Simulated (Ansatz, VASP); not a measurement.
BN: VASP beside Ansatz

```
N B
1.0
     0.00000    1.81300    1.81300
     1.81300    0.00000    1.81300
     1.81300    1.81300    0.00000
N B
1 1
Direct
  0.25000 0.25000 0.25000
  0.00000 0.00000 0.00000
```

The cell is a database's computed one.

Alike in both runs: task relaxation of cell and atoms; functional RPBE; k mesh 13 × 13 × 13; occupations fermi-dirac, width 0.05 eV; no spin polarisation.

```csv
,VASP,Ansatz
version,VASP 6.6.1,Ansatz 0.2.0
potentials or method,"VASP PAW PBE potentials, release 64 (N, B)",Ansatz PAW
plane-wave cutoff (eV),600,420
valence electrons in the cell,8,8
```

|  | VASP | Ansatz | Ansatz less VASP |
| --- | --- | --- | --- |
| gap on the k mesh at the Fermi level, each at its own relaxed structure (eV) | 4.54 | 4.55 | +0.016 |
| relaxed volume (Å³/atom) | 6.05 | 6.05 | 0.000 |
| relaxed cell length with the largest relative difference (Å) | 2.577 | 2.577 | 0.0000 |
| energy change over the relaxation (meV/atom) | -1 | -1 | 0.0 |

Caveats: the PAW data sets were made with another functional, which shifts forces and pressure a little (VASP); an odd mesh through Γ misses points on the zone boundary, where band edges often lie (VASP); odd divisions of the mesh miss points on the zone boundary, where band edges often lie, so the gap on the mesh can be too wide (Ansatz); the plane-wave basis is chosen anew once the cell has moved, so the energies of steps on either side of that aren't comparable (Ansatz); the pressure holds a Pulay correction of +0.9 GPa for the finite cutoff (Ansatz); the PAW data sets come from PBE, with cores solved anew for the run's functional, which leaves a small shift of forces and pressure (Ansatz).
